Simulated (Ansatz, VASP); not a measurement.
One calculation of AlN, two programs

```
CELL_PARAMETERS angstrom
3.08878 0.00000 0.00000
-1.54439 2.67496 0.00000
0.00000 0.00000 4.94331
ATOMIC_POSITIONS crystal
Al 0.33333 0.66667 0.00000
Al 0.66667 0.33333 0.50000
N 0.33333 0.66667 0.38200
N 0.66667 0.33333 0.88200
```

Alike in both runs: functional LDA; k mesh 8 × 8 × 5; no spin polarisation.

Ansatz relaxed the structure, and its values are those at the end. VASP's run is a single point on that final structure, the one shown.

```csv
,VASP,Ansatz
version,VASP 6.6.1,Ansatz 0.2.0
potentials or method,"VASP PAW LDA potentials, release 64 (Al, N)","scalar-relativistic, plane waves, PAW"
plane-wave cutoff (eV),520,420
occupations,"gaussian, width 0.01 eV",fixed
valence electrons in the cell,16,16
```

Ansatz gave:

| Property | Result |
| --- | --- |
| gap on the k mesh at the Fermi level (eV) | 4.42 |
| least direct gap on the mesh (eV) | 4.42 |
| pressure (GPa) | 0.0 |

Which values does VASP return?

gap on the k mesh at the Fermi level (eV): 4.42; least direct gap on the mesh (eV): 4.42; pressure (GPa): 0.6.

As with any semilocal functional, this LDA gap is likely too small.
